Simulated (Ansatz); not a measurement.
Input and command of a calculation in Ansatz (plane waves; scalar-relativistic PAW potentials unless the input names others):

```yaml
crystal:
  lattice:
    - [-1.5840890652, 1.5840890652, 4.1483787927]
    - [1.5840890652, -1.5840890652, 4.1483787927]
    - [1.5840890652, 1.5840890652, -4.1483787927]
  atoms:
    - { symbol: Al, position: [0.6590760825, 0.6590760825, 0.0] }
    - { symbol: Al, position: [0.3409239175, 0.3409239175, 0.0] }
    - { symbol: Ru, position: [0.0, 0.0, 0.0] }
basis:
  ecutwfc: 420
kpoints:
  mp_grid: { grid: [22, 22, 22] }
hamiltonian:
  xc: pbesol
scf:
  occupations: { method: gaussian, width: 0.15 }
  mixing: { algorithm: anderson, beta: 0.9, ndim: 4 }
output:
  forces: true
  eigenvalues: true
  stress: true
```

```bash
ansatz run input.yaml --threads 2 --pin off --max-ram 5120MiB --backend cpu --events-out ev --progress --plain --runs-dir out
```

Abridged log:
```
Basis set: ecut = 420 eV, 793 PW (Γ), FFT grids on a1+a3, a2+a3, a3, exchange–correlation on 48×48×64 points (8 copies of the dense FFT grid, shifted against one another)
Bands: 15, of which v1, the nominal top of the filled ones, is band 11 counted from 1 (10 counted from 0)
Symmetry: 16 space group operations
k-points: 834 of 10648
SCF iter   1: F=—  HF=-6867.562137 eV  |F-HF|=—  |Δ(HF+E_count)|=         —  Δρ=9.44e-3  dr2=5.12e-2  ethr=1.77e-3  ⟨swp⟩=5.1  Hψ=66248  notcnv=0
SCF iter   2: F=—  HF=-6867.562459 eV  |F-HF|=—  |Δ(HF+E_count)|=   3.23e-4  Δρ=1.01e-2  dr2=6.14e-2  ethr=2.33e-4  ⟨swp⟩=2.9  Hψ=30168  notcnv=0  κ⁻¹=1.0e0(r=1)
SCF iter   3: F=—  HF=-6867.553246 eV  |F-HF|=—  |Δ(HF+E_count)|=   9.21e-3  Δρ=9.18e-4  dr2=4.87e-4  ethr=2.33e-4  ⟨swp⟩=2.3  Hψ=17655  notcnv=0  κ⁻¹=2.2e-2(r=2)
SCF iter   4: F=—  HF=-6867.553124 eV  |F-HF|=—  |Δ(HF+E_count)|=   1.22e-4  Δρ=1.30e-4  dr2=4.78e-6  ethr=2.21e-6  ⟨swp⟩=2.1  Hψ=20715  notcnv=0  κ⁻¹=2.7e-4(r=3)
SCF iter   5: F=—  HF=-6867.553112 eV  |F-HF|=—  |Δ(HF+E_count)|=   1.12e-5  Δρ=2.80e-5  dr2=3.42e-7  ethr=2.17e-8  ⟨swp⟩=2.0  Hψ=17623  notcnv=0  κ⁻¹=2.3e-5(r=3)
SCF iter   6: F=-6867.553112 eV  HF=-6867.553112 eV  |F-HF|=2.06e-9  |Δ(HF+E_count)|=   5.36e-8  Δρ=3.47e-6  dr2=4.44e-9  ethr=4.55e-10  ⟨swp⟩=4.9  Hψ=55631  notcnv=0
SCF 1 converged in 6 iterations: F = -6867.553112 eV  dr2 = 4.44e-9
SCF converged after 6 iterations
Stability not checked: this state was not tested for a lower state beside it, because the mixer in use, unlike msr1, does not test its closes by its own steps (another_mixer; see scf.mixing.algorithm and scf.lower_state_search)
Free energy (F): -6867.553112 eV
Harris-Foulkes:  -6867.553112 eV  (|F-HF|=2.06e-9)
Internal energy: -6867.548341 eV  (E = F + TS)
E sigma→0 (E₀):  -6867.550727 eV
Entropy (-TS):   -0.004771 eV (-1.590 meV/atom)
Fermi energy:    13.749262 eV
--- Forces (eV/Å), atoms counted from 1 ---
  atom   1  Al     0.00000000     0.00000000     0.21510818
  atom   2  Al     0.00000000     0.00000000    -0.21510818
  atom   3  Ru     0.00000000     0.00000000     0.00000000
--- Stress (GPa, compression-positive) ---
       -4.430481       0.000000       0.000000
        0.000000      -4.430481       0.000000
        0.000000       0.000000       1.983734
  P = ⅓ Tr σ = -2.2924 GPa (-22.924 kbar)
```

Apart from outputs and empty bands, the input differs from a reference run on usual settings in scf.mixing.algorithm: not typed → "anderson"; scf.mixing.beta: not typed → 0.9; scf.mixing.ndim: not typed → 4. The reference, at the same geometry (not necessarily relaxed), gave pressure -2.29 GPa, largest force 0.215 eV/Å, no gap on the mesh. This run converged in 6 SCF iterations (reference: 6) with an energy at zero smearing within 0.01 meV/atom of the reference's, pressure -2.29 GPa, largest force 0.215 eV/Å, no gap on the mesh.

It took 8.2 s on 2 threads of Intel(R) Xeon(R) Platinum 8488C (Sapphire Rapids) (shared host), peak memory 0.74 GiB.